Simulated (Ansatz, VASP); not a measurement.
## One calculation of TaN, two programs

```
Ta N
1.0
     0.00000    2.21132    2.21132
     2.21132    0.00000    2.21132
     2.21132    2.21132    0.00000
Ta N
1 1
Direct
  0.51353 0.48421 0.52898
  0.98710 0.98530 0.01570
```

Change from the starting cell: atoms moved at random, drawn with an rms of 0.05 Å.

Alike in both runs: task single point; functional PBEsol; k mesh 10 × 10 × 10; occupations fermi-dirac, width 0.05 eV; no spin polarisation.

```csv
,VASP,Ansatz
version,VASP 6.6.1,Ansatz 0.2.0
potentials or method,"VASP PAW PBE potentials, release 64 (Ta_pv, N)",Ansatz PAW
plane-wave cutoff (eV),520,420
valence electrons in the cell,16,18
```

|  | VASP | Ansatz | Ansatz less VASP |
| --- | --- | --- | --- |
| gap on the k mesh at the Fermi level (eV) | none | none | - |
| pressure (GPa) | -8.1 | -8.9 | -0.86 |
| largest component of the traceless stress (GPa) | 1.41 | 1.39 | -0.017 |
| rms of the force components (eV/Å) | 0.453 | 0.452 | -0.0018 |

Atom by atom the forces differ by 0.002 eV/Å (rms over components). A gap of «none» marks a metal or a gap that the smearing closes. The functional is the same, so the differences come from potentials, cutoffs and numerics. The two sets of potentials don't hold the same shells in valence.

Caveats: the PAW data sets were made with another functional, which shifts forces and pressure a little (VASP); the pressure holds a Pulay correction of +0.5 GPa for the finite cutoff (Ansatz); the PAW data sets come from PBE, with cores solved anew for the run's functional, which leaves a small shift of forces and pressure (Ansatz). The runs have no spin-orbit coupling, so splittings on Ta are missing.
